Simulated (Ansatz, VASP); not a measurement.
# AlNi: VASP beside Ansatz

Contents of INCAR:

```
SYSTEM = AlNi
PREC = Accurate
ENCUT = 520
EDIFF = 1E-6
ISMEAR = -1
SIGMA = 0.08
LREAL = .FALSE.
LASPH = .TRUE.
NELM = 100
ALGO = Normal
ISIF = 2
LWAVE = .FALSE.
LCHARG = .TRUE.
GGA = PE
LELF = .TRUE.
LVHAR = .TRUE.
NBANDS = 14
```

File KPOINTS:

```
Automatic mesh
0
G
  14 14 14
  0 0 0
```

Contents of POSCAR:

```
AlNi
1.0
    0.0000000000      2.4294864418      2.4294864418
    2.4294864418      0.0000000000      2.4294864418
    2.4294864418      2.4294864418      0.0000000000
Ni Al
1 1
Direct
    0.0000000000      0.0000000000      0.0000000000
    0.5000000000      0.5000000000      0.5000000000
```

Input for Ansatz:

```yaml
crystal:
  lattice:
    - [0.0, 2.4294864418, 2.4294864418]
    - [2.4294864418, 0.0, 2.4294864418]
    - [2.4294864418, 2.4294864418, 0.0]
  atoms:
    - { symbol: Ni, position: [0.0, 0.0, 0.0] }
    - { symbol: Al, position: [0.5, 0.5, 0.5] }
kpoints:
  mp_grid: { grid: [14, 14, 14] }
scf:
  occupations: { method: fermi_dirac, width: 0.08 }
hamiltonian:
  xc: pbe
  pseudopotentials: { kind: paw }
output:
  forces: true
  stress: true
  eigenvalues: true
  write_density: true
  write_potential: true
  elf: true
  volumetric_format: npy
```

Change from the starting cell: volume scaled by 1, to set the pressure.

Alike in both runs: task single point; functional PBE; k mesh 14 × 14 × 14; occupations fermi-dirac, width 0.08 eV; no spin polarisation.

|  | VASP | Ansatz |
| --- | --- | --- |
| version | VASP 6.6.1 | Ansatz 0.2.0 |
| potentials or method | VASP PAW PBE potentials, release 64 (Ni, Al) | PAW with Ansatz's default frozen-core files, scalar-relativistic |
| plane-wave cutoff (eV) | 520 | 420 |
| valence electrons in the cell | 13 | 21 |

```csv
,VASP,Ansatz,Ansatz less VASP
pressure (GPa),0.0,0.0,-0.03
```

The functional is the same, so the differences come from potentials, cutoffs and numerics. The two sets of potentials don't hold the same shells in valence.

Spin polarisation is off, so any magnetic state and its effect on volume and gap are missing.
